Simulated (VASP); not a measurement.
The system is MgS (Niningerite).

```
CELL_PARAMETERS angstrom
0.00000 2.60165 2.60165
2.60165 0.00000 2.60165
2.60165 2.60165 0.00000
ATOMIC_POSITIONS crystal
S 0.50000 0.50000 0.50000
Mg 0.00000 0.00000 0.00000
```

Program: VASP 6.6.1. Alike in all runs: task band structure; potentials or basis VASP PAW PBE potentials, release 64 (S, Mg); no spin polarisation; cell as given; k mesh 6 × 6 × 6; cutoff (eV) 520; smearing gaussian 0.02 eV.

Question: Order these runs on this cell by their band gap on the k mesh, lowest first.
A. level PBE0; exchange at q = 0 truncated
B. level HSE06; screening parameter 0.2 1/A
C. level HSE03

Answer: C (3.54 eV), B (3.77 eV), A (4.48 eV).

